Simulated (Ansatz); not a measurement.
Runs of Ansatz 0.2.0 on AlFe3. The structure is cubic, space group Fm-3m (No. 225). The conventional cell has a = 5.774 Å, b = 5.774 Å, c = 5.774 Å, α = 90.00°, β = 90.00°, γ = 90.00°. Fe (site symmetry -43m) is surrounded by 4 Al at 2.50 Å and 4 Fe at 2.50 Å. Fe (site symmetry m-3m) has 8 Fe at 2.50 Å as nearest neighbours. Around Al (site symmetry m-3m) lie 8 Fe at 2.50 Å. The cell comes from a database or a generator and needn't be the stable form of this composition.

```csv
cell,target pressure (GPa),gap on the mesh (eV),pressure (GPa),moment (μB)
relaxed to 20 GPa,20,none,20.0,3.16
relaxed to 10 GPa,10,none,10.0,5.19
relaxed to 5 GPa,5,none,5.0,(a)
relaxed,0,none,0.0,5.72
relaxed to 30 GPa,30,none,30.0,(b)
relaxed to 2 GPa,2,none,2.0,5.59
```

Alike in all rows: task relaxation of cell and atoms; level PBEsol; potentials or basis Ansatz PAW; spin collinear, ferromagnetic start; k mesh 8 × 8 × 8; cutoff (eV) 420; smearing fermi-dirac 0.05 eV.

Question: Fill in the values left out.

Answer: (a) 5.40; (b) 3.02.

Caveats: the plane-wave basis is chosen anew once the cell has moved, so the energies of steps on either side of that aren't comparable; the PAW data sets come from PBE, with cores solved anew for the run's functional, which leaves a small shift of forces and pressure.

A gap of «none» marks a metal or a gap under the smearing width.
